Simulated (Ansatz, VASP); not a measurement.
# Two plane-wave programs on SiGe

```xyz
4
Lattice="3.9006 0.0000 0.0000 -1.9503 3.3780 0.0000 0.0000 0.0000 5.4769" Properties=species:S:1:pos:R:3 pbc="T T T"
Si    1.9503    1.1260    4.7898
Si    0.0000    2.2520    2.0513
Ge    1.9503    1.1260    2.7409
Ge    0.0000    2.2520    0.0025
```

Change from the starting cell: strain -0.1500 x Voigt [0, 0, 1, 0, 0, 0], atoms carried along.

Alike in both runs: task single point; functional PBEsol; k mesh 12 × 12 × 6; occupations gaussian, width 0.03 eV; no spin polarisation.

|  | VASP | Ansatz |
| --- | --- | --- |
| version | VASP 6.6.1 | Ansatz 0.2.0 |
| potentials or method | VASP PAW PBE potentials, release 64 (Si, Ge_d) | scalar-relativistic, plane waves, PAW |
| plane-wave cutoff (eV) | 520 | 420 |
| valence electrons in the cell | 36 | 36 |

|  | VASP | Ansatz | Ansatz less VASP |
| --- | --- | --- | --- |
| gap on the k mesh at the Fermi level (eV) | none | none | - |
| pressure (GPa) | 24.2 | 24.5 | +0.23 |
| largest component of the traceless stress (GPa) | 42.61 | 42.75 | +0.145 |
| rms of the force components (eV/Å) | 2.514 | 2.523 | +0.0089 |

Atom by atom the forces differ by 0.009 eV/Å (rms over components). A gap of «none» marks a metal or a gap that the smearing closes. With one functional, cell and mesh, what is left measures potentials, basis and numerics.

Caveats: so large a pressure means that the cell lies far from this level's equilibrium, or that cutoff or potentials fall short (VASP); the potentials were made for another functional, which shifts forces and pressure (VASP).
